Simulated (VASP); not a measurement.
Write the native input for VASP 6.6.1 that does the following.

```yaml
Task: single point
Functional: PBEsol
Potentials_or_basis: VASP PAW PBE potentials, release 64 (Ti_sv)
Cutoff: 520 eV
k_mesh: 18 × 18 × 18
Occupations: gaussian, width 0.1 eV
Spin: no spin polarisation
Further_INCAR_settings: ALGO = Normal; EDIFF = 1e-06
```

The structure of Ti lies in POSCAR:

```
Ti
1.0
   -1.6532500000      1.6532500000      1.6532500000
    1.6532500000     -1.6532500000      1.6532500000
    1.6532500000      1.6532500000     -1.6532500000
Ti
1
Direct
    0.0000000000      0.0000000000      0.0000000000
```

This isn't the form of Ti at room conditions, which is hcp.

The input as run:

INCAR

```
PREC     = Accurate       # precision mode
ENCUT    = 520            # plane-wave cutoff, eV
EDIFF    = 1E-6           # SCF threshold, eV
ISMEAR   = 0              # smearing method
SIGMA    = 0.1            # smearing width, eV
LREAL    = False          # projectors in reciprocal space
LASPH    = True           # aspherical terms in the spheres
NELM     = 80             # most SCF steps
ALGO     = Normal         # electronic algorithm
ISIF     = 2              # what is computed and relaxed
LWAVE    = False          # write WAVECAR
LCHARG   = False          # write CHGCAR
GGA      = PS             # functional
```

KPOINTS

```
Automatic mesh
0
Gamma
  18 18 18
```

Potentials or basis: VASP PAW PBE potentials, release 64 (Ti_sv).

Command:

```bash
$ cat potpaw_PBE.64/Ti_sv/POTCAR > POTCAR
$ mpirun -np 1 vasp_std > vasp.out
```

Results of the run:

```json
{"Pressure": "-8.8 GPa", "Band gap on the k mesh": "none (metal or under the smearing width)"}
```

Caveat: the PAW data sets were made with another functional, which shifts forces and pressure a little.

It took 9.6 s on 1 thread of Intel(R) Xeon(R) 6975P-C (Granite Rapids) (shared host), peak memory 0.16 GiB.
